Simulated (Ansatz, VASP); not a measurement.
# One calculation of AlN, two programs

```
Al N
1.0
     3.12989    0.00000    0.00000
    -1.56494    2.71056    0.00000
     0.00000    0.00000    5.21760
Al N
2 2
Direct
  0.33333 0.66667 0.00457
  0.66667 0.33333 0.50457
  0.33333 0.66667 0.38043
  0.66667 0.33333 0.88043
```

Alike in both runs: functional PBE; k mesh 9 × 9 × 6; occupations gaussian, width 0.05 eV; no spin polarisation.

Ansatz relaxed the structure, and its values are those at the end. VASP's run is a single point on that final structure, the one shown.

|  | VASP | Ansatz |
| --- | --- | --- |
| version | VASP 6.6.1 | Ansatz 0.2.0 |
| potentials or method | VASP PAW PBE potentials, release 64 (Al, N) | scalar-relativistic, plane waves, PAW |
| plane-wave cutoff (eV) | 520 | 520 |
| valence electrons in the cell | 16 | 16 |

Ansatz gave:

| Quantity | Value |
| --- | --- |
| gap on the k mesh at the Fermi level (eV) | 3.74 |
| least direct gap on the mesh (eV) | 3.74 |
| pressure (GPa) | -6.7 |

Question: Estimate VASP's values.

Answer: gap on the k mesh at the Fermi level (eV): 3.74; least direct gap on the mesh (eV): 3.74; pressure (GPa): -6.9.

Ansatz warned: «stress_scf_threshold_loose».
